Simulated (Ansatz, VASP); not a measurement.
**Two plane-wave programs on Li**

```
Li
1.0
     4.75427    0.00000    0.00000
    -2.37714    4.11732    0.00000
     0.00000    0.00000    6.45369
Li
6
Direct
  0.00000 0.00000 0.50000
  0.66667 0.33333 0.79599
  0.00000 0.00000 0.00000
  0.66667 0.33333 0.20401
  0.33333 0.66667 0.20401
  0.33333 0.66667 0.79599
```

Alike in both runs: task relaxation of cell and atoms; functional PBE; k mesh 6 × 6 × 4; occupations gaussian, width 0.1 eV; no spin polarisation.

```csv
,VASP,Ansatz
version,VASP 6.6.1,Ansatz 0.2.0
potentials or method,"VASP PAW PBE potentials, release 64 (Li_sv)","scalar-relativistic, plane waves, PAW"
plane-wave cutoff (eV),600,420
valence electrons in the cell,18,18
```

|  | VASP | Ansatz | Ansatz less VASP |
| --- | --- | --- | --- |
| gap on the k mesh at the Fermi level, each at its own relaxed structure (eV) | none | none | - |
| relaxed volume (Å³/atom) | 20.05 | 20.32 | +0.265 |
| relaxed cell length with the largest relative difference (Å) | 4.909 | 4.957 | +0.0481 |
| energy change over the relaxation (meV/atom) | -58 | -57 | +1.3 |

A gap of «none» marks a metal or a gap that the smearing closes.

Caveats: the cutoff is under 1.25 times the usual one of these potentials, so pressure, stress and relaxed cells hold a basis-set (Pulay) error (VASP).
